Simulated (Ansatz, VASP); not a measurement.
# Two plane-wave programs on EuS

```
Eu S
1.0
     0.00000    2.97850    2.97850
     2.97850    0.00000    2.97850
     2.97850    2.97850    0.00000
Eu S
1 1
Direct
  0.00000 0.00000 0.00000
  0.50000 0.50000 0.50000
```

Alike in both runs: task relaxation of cell and atoms; functional RPBE; k mesh 8 × 8 × 8; occupations fermi-dirac, width 0.05 eV; collinear spin, ferromagnetic start.

|  | VASP | Ansatz |
| --- | --- | --- |
| version | VASP 6.6.1 | Ansatz 0.2.0 |
| potentials or method | VASP PAW PBE potentials, release 64 (Eu, S) | Ansatz PAW |
| plane-wave cutoff (eV) | 600 | 420 |
| valence electrons in the cell | 23 | 23 |

|  | VASP | Ansatz | Ansatz less VASP |
| --- | --- | --- | --- |
| gap on the k mesh at the Fermi level, each at its own relaxed structure (eV) | none | none | - |
| net moment per atom (μB) | 3.49 | 3.50 | +0.001 |
| size of the moment on the site where the two differ most (μB) | 6.59 | 6.77 | +0.177 |
| relaxed volume (Å³/atom) | 26.13 | 26.27 | +0.137 |
| relaxed cell length with the largest relative difference (Å) | 4.197 | 4.204 | +0.0073 |

Site moments also hang on the region over which each program counts them. A gap of «none» marks a metal or a gap that the smearing closes.

Caveats: spin-orbit coupling is left out, which moves the levels of the heavy elements; a cell with one magnetic atom can't hold antiferromagnetic order, which such compounds often take; without U or exact exchange the open f shell lies at the Fermi level, which spoils levels, moments and volumes; the PAW data sets were made with another functional, which shifts forces and pressure a little (VASP); the plane-wave basis is chosen anew once the cell has moved, so the energies of steps on either side of that aren't comparable (Ansatz); the PAW data sets come from PBE, with cores solved anew for the run's functional, which leaves a small shift of forces and pressure (Ansatz). The state reached can hang on the start; a lower one may exist. With open d or f shells a metallic result of RPBE can be an artefact of self-interaction; +U or a hybrid may open a gap.
